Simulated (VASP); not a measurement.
## BeTe in VASP 6.6.1, single-point calculation

INCAR

```
PREC = Accurate
IBRION = -1
EDIFF = 1E-7
GGA = 91
LWAVE = .FALSE.
ISIF = 2
NSW = 0
ENCUT = 520
LREAL = .FALSE.
LCHARG = .FALSE.
LASPH = .TRUE.
ISMEAR = -1
SIGMA = 0.02
NELM = 70
NBANDS = 16
```

KPOINTS

```
KPOINTS created by Atomic Simulation Environment
0
Gamma
8 8 8
0 0 0
```

POSCAR

```
Be Te
 1.0000000000000000
     0.0000000000000000    2.7720511529000000    2.8705193947000001
     2.7720511529000000    0.0000000000000000    2.8705193947000001
     2.7720511529000000    2.7720511529000000    0.0000000000000000
 Be  Te
   1   1
Cartesian
  0.0000000000000000  0.0000000000000000  0.0000000000000000
  1.3860255764500000  1.3860255764500000  1.4352596973500000
```

The recommended PBE PAW datasets give the neutral cell 8 valence electrons.

Command

```
mpirun -np 1 vasp_std
```

OSZICAR

```
N       E                     dE             d eps       ncg     rms          rms(c)
DAV:   1     0.189921408256E+02    0.18992E+02   -0.30868E+03  1888   0.399E+02
DAV:   2    -0.673797172135E+01   -0.25730E+02   -0.24842E+02  2624   0.799E+01
DAV:   3    -0.776673721690E+01   -0.10288E+01   -0.10275E+01  2496   0.147E+01
DAV:   4    -0.777831107255E+01   -0.11574E-01   -0.11573E-01  2504   0.177E+00
DAV:   5    -0.777854470573E+01   -0.23363E-03   -0.23363E-03  2560   0.252E-01    0.440E+00
DAV:   6    -0.766974234806E+01    0.10880E+00   -0.11054E-01  2440   0.969E-01    0.260E+00
DAV:   7    -0.763552503131E+01    0.34217E-01   -0.94497E-02  2544   0.991E-01    0.447E-01
DAV:   8    -0.763604955727E+01   -0.52453E-03   -0.57748E-03  2352   0.327E-01    0.825E-02
DAV:   9    -0.763625853989E+01   -0.20898E-03   -0.29107E-04  2560   0.752E-02    0.420E-02
DAV:  10    -0.763633076510E+01   -0.72225E-04   -0.82193E-05  2240   0.369E-02    0.233E-02
DAV:  11    -0.763633071637E+01    0.48729E-07   -0.22225E-06  2592   0.650E-03    0.154E-02
DAV:  12    -0.763633164408E+01   -0.92771E-06   -0.22844E-06  2240   0.670E-03    0.605E-03
DAV:  13    -0.763633176379E+01   -0.11971E-06   -0.20615E-08  2176   0.668E-04    0.360E-03
DAV:  14    -0.763633191157E+01   -0.14778E-06   -0.49907E-09  1544   0.320E-04    0.231E-04
DAV:  15    -0.763633192425E+01   -0.12682E-07   -0.89882E-10  1256   0.129E-04
   1 F= -.76363319E+01 E0= -.76363319E+01  d E =-.128992E-10
```

From OUTCAR

```
k-points           NKPTS =     59   k-points in BZ     NKDIM =     59   number of bands    NBANDS=     16

   NELECT =       8.0000    total number of electrons

   dimension x,y,z NGX =    30 NGY =   30 NGZ =   30
   dimension x,y,z NGXF=    60 NGYF=   60 NGZF=   60

  energy-cutoff  :      520.00
  volume of cell :       44.12
      direct lattice vectors                 reciprocal lattice vectors
     0.000000000  2.772051153  2.870519395    -0.180371852  0.180371852  0.174184505
     2.772051153  0.000000000  2.870519395     0.180371852 -0.180371852  0.174184505
     2.772051153  2.772051153  0.000000000     0.180371852  0.180371852 -0.174184505

 k-points in reciprocal lattice and weights: KPOINTS created by Atomic Simulation Env
   0.00000000  0.00000000  0.00000000       0.002
   0.12500000  0.00000000  0.00000000       0.016
   0.25000000  0.00000000  0.00000000       0.016
   0.37500000  0.00000000  0.00000000       0.016
   0.50000000  0.00000000  0.00000000       0.008
   0.12500000  0.12500000  0.00000000       0.004
   0.25000000  0.12500000  0.00000000       0.016
   0.37500000  0.12500000  0.00000000       0.016
   ...

 E-fermi :   5.6528

 k-point     1 :       0.0000    0.0000    0.0000
  band No.  band energies     occupation
      1      -7.1616      2.00000
      2       5.0633      2.00000
      3       5.2664      2.00000
      4       5.2664      2.00000
      5       8.7986      0.00000
      6       8.7986      0.00000
      7       8.8729      0.00000
      8       9.1312      0.00000
      9      13.5258      0.00000
     10      15.1116      0.00000
     11      15.8432      0.00000
     12      15.9718      0.00000
     13      16.7506      0.00000
     14      16.7506      0.00000
     15      20.4891      0.00000
     16      28.3627      0.00000

 k-point     2 :       0.1250    0.0000    0.0000
  band No.  band energies     occupation
      1      -7.0109      2.00000
      2       3.8705      2.00000
      3       4.8791      2.00000
      4       5.0441      2.00000
      5       8.7628      0.00000
      6       9.1507      0.00000
      7       9.2022      0.00000
      8      10.3951      0.00000
      9      13.9424      0.00000
     10      14.2838      0.00000
     11      14.7821      0.00000
     12      16.2028      0.00000
     13      17.7071      0.00000
     14      18.4377      0.00000
     15      21.5688      0.00000
     16      26.5284      0.00000

 k-point     3 :       0.2500    0.0000    0.0000
  band No.  band energies     occupation
      1      -6.5943      2.00000
      2       1.8460      2.00000
      3       4.3978      2.00000
      4       4.6315      2.00000
      5       8.5337      0.00000
      6       9.6911      0.00000
      7       9.7316      0.00000
      8      12.3055      0.00000
      9      14.0409      0.00000
     10      14.3607      0.00000
     11      14.4260      0.00000
     12      16.8854      0.00000
     13      20.0451      0.00000
     14      20.8303      0.00000
     15      23.3639      0.00000
     16      23.4031      0.00000

 ...

  Total        0.7551009      0.7551009      0.1297075      0.0000000      0.0000000      0.0000000
  in kB       27.4234831     27.4234831      4.7106692      0.0000000      0.0000000      0.0000000
  external PRESSURE =      19.8525452 kB  Pullay stress =       0.0000000 kB

 POSITION                                       TOTAL-FORCE (eV/Angst)
 -----------------------------------------------------------------------------------
      0.00000      0.00000      0.00000        -0.000000     -0.000000      0.000000
      1.38603      1.38603      1.43526         0.000000      0.000000     -0.000000
 -----------------------------------------------------------------------------------
    total drift:                                0.000000      0.000000      0.000000

  FREE ENERGIE OF THE ION-ELECTRON SYSTEM (eV)
  ---------------------------------------------------
  free  energy   TOTEN  =        -7.6363319242 eV

  energy  without entropy=       -7.6363319242  energy(sigma->0) =       -7.63633192
```

It converged. Results: gap between bands v and c on the k mesh 1.81 eV; least direct gap on the k mesh 3.53 eV; pressure 2.0 GPa. Band v is the last that the valence electrons fill when counted band by band, and c is the next.

For comparison, a separate PBE run of the intended cell, on usual settings and not on those above, gives a gap of 1.80 eV on its mesh and a pressure of 1.9 GPa.

The run above took about 45 s on one core of a shared host (Intel Xeon Platinum 8488C) and held 0.19 GiB at most.
